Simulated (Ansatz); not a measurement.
Crystal: Y, fcc type, 1 atom in the cell.

All numbers below come from PBE, plane waves, PAW datasets (generated soft set 1) in Ansatz.

Cutoff 420 eV; k-mesh 37×37×37 Γ-centred; Fermi–Dirac smearing of 0.0612 eV; no spin polarisation.

The fit to the energies gives V₀ = 32.470 Å³/atom (a₀ = 5.064 Å), B₀ = 38.9 GPa, B₀′ = 3.27.

(1) What pressure does the program print at V = 33.127 Å³/atom, and how far above the lowest computed point (V = 32.478 Å³/atom) does the energy lie?

Results:

(1) -0.76 GPa and 1.57 meV/atom. All points:

```tsv
V (Å³/atom)	a (Å)	E − E(min) (meV/atom)	P (GPa)
30.529	4.9613	15.37	2.65
31.179	4.9962	6.60	1.69
31.828	5.0307	1.58	0.80
32.478	5.0646	0.00	-0.01
33.127	5.0982	1.57	-0.76
33.777	5.1313	6.05	-1.44
34.427	5.1640	13.18	-2.07
```

The published all-electron PBE values for this crystal (mean of FLEUR and WIEN2k, k-spacing 0.06 Å⁻¹; Bosoni et al., Nat. Rev. Phys. 6, 45 (2024)) are V₀ = 32.472 Å³/atom, B₀ = 38.9 GPa, B₀′ = 3.27.

The stress includes the program's correction for the finite plane-wave basis.

This cubic structure is a model: it isn't the usual form of the substance at ambient conditions, and such phases are metastable or hypothetical.
